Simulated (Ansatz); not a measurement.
**From the elastic tensor of MgO at 35 GPa (stress–strain coefficients) to moduli and sound speeds**

Level of theory: DFT LDA, scalar-relativistic, plane waves, PAW (Ansatz 0.2.0). Settings: 420 eV plane-wave cutoff, Γ-centred 10×10×10 mesh, fixed occupations. No spin polarisation.

Symmetry: Fm-3m, No. 225, cubic system. Conventional cell: a = 3.958 Å, b = 3.958 Å, c = 3.958 Å, α = 90.00°, β = 90.00°, γ = 90.00°. Mg (site symmetry m-3m) has 6 O at 1.98 Å as nearest neighbours. O (site symmetry m-3m) has 6 Mg at 1.98 Å as nearest neighbours.

Other phases may be more stable at this pressure.

Relaxed-ion constants (GPa, on the Cartesian axes of the calculation):
C11 = 628.0, C12 = 147.0, C13 = 147.0, C22 = 628.0, C23 = 147.0, C33 = 628.0, C44 = 179.3, C55 = 179.3, C66 = 179.3 GPa; the others vanish.

Density 4.319 g/cm³; 2 atoms in 15.50 Å³.

The values that follow are for a polycrystal of randomly turned grains, by Hill's mean where one number stands.

With S = C⁻¹: B_V = (C11+C22+C33+2(C12+C13+C23))/9, G_V = (C11+C22+C33−C12−C13−C23+3(C44+C55+C66))/15, 1/B_R = S11+S22+S33+2(S12+S13+S23), 15/G_R = 4(S11+S22+S33−S12−S13−S23)+3(S44+S55+S66); Hill is their mean. Then v_l = √((B+4G/3)/ρ), v_t = √(G/ρ), v_m = [(2/v_t³+1/v_l³)/3]^(−1/3) and Θ = (ħ/k_B)·v_m·(6π²n/V)^(1/3) for n atoms in the volume V; E = 9BG/(3B+G), ν = (3B−2G)/(2(3B+G)) and A^U = 5G_V/G_R + B_V/B_R − 6.

* Bulk modulus, Voigt / Reuss / Hill: 307.3 / 307.3 / 307.3 GPa
* Shear modulus, Voigt / Reuss / Hill: 203.8 / 199.6 / 201.7 GPa
* Young's modulus: 496 GPa
* Poisson ratio: 0.231
* Pugh ratio B/G: 1.52
* Universal anisotropy index: 0.10
* Longitudinal and transverse sound speeds: 11551 and 6834 m/s
* Debye temperature from the mean sound speed: 1139 K

Cost: 1 run of about 0.046 core-minutes, on AMD EPYC 9R45 (Zen 5) (shared hosts).

Compressed MgO resists axial strain far more than shear: C11 is 628.0 GPa, against 179.3 GPa for C44. Strain along a cube axis directly shortens Mg–O contacts and meets the steep overlap repulsion between closed-shell ions, whereas the C44 shear leaves those contacts unchanged in length to first order.

C44 also lies below half of C11 − C12, so the crystal is stiffest along the cube axes. This is the reverse of the familiar ambient-pressure anisotropy and fits the known faster rise of C11 under compression. The small universal index of 0.10 therefore means weak anisotropy overall, not equivalent directions.

With purely central forces, C12 would exceed C44 by twice the pressure; instead it is smaller. This points to many-body forces, probably from the oxygen ion's breathing response to its surroundings. The constants satisfy the cubic elastic stability conditions, but that establishes stability only against homogeneous strain, not against phonons of finite wavelength.
